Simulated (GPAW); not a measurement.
The system is Al2O3.

```
Al O
1.0
     4.61378    0.00000    0.00000
     0.00000    9.56328    0.00000
     0.00000    0.00000    3.11986
Al O
4 6
Direct
  0.98298 0.82457 0.00000
  0.01702 0.17543 0.00000
  0.48297 0.67543 0.50000
  0.51702 0.32457 0.50000
  0.50000 0.50000 0.50000
  0.12363 0.75305 0.50000
  0.37637 0.25305 0.00000
  0.62364 0.74695 0.00000
  0.00000 0.00000 0.00000
  0.87636 0.24695 0.50000
```

Measurements of this composition are mostly on another form, of space group No. 167.

Base run:

```yaml
Program: GPAW 26.7.0
Functional: LDA
Potentials_or_basis: the program's PAW data sets (release 1.2.1) made for this functional
Cutoff: 800 eV
Basis: pw
k_mesh: 4 × 2 × 6
Occupations: fermi-dirac, width 0.05 eV
Spin: no spin polarisation
```

Its results: band gap on the k mesh 3.40 eV, direct.

Question: The run is repeated on the same cell with these changes: functional from LDA to TB-mBJ; potentials or basis from the program's PAW data sets (release 1.2.1) made for this functional to GPAW PAW data sets for LDA (gpaw-data 1.2.1). What comes out?

Answer: Band gap on the k mesh 5.92 eV, direct.

Caveats: a model potential gives levels but no total energy (some runs).
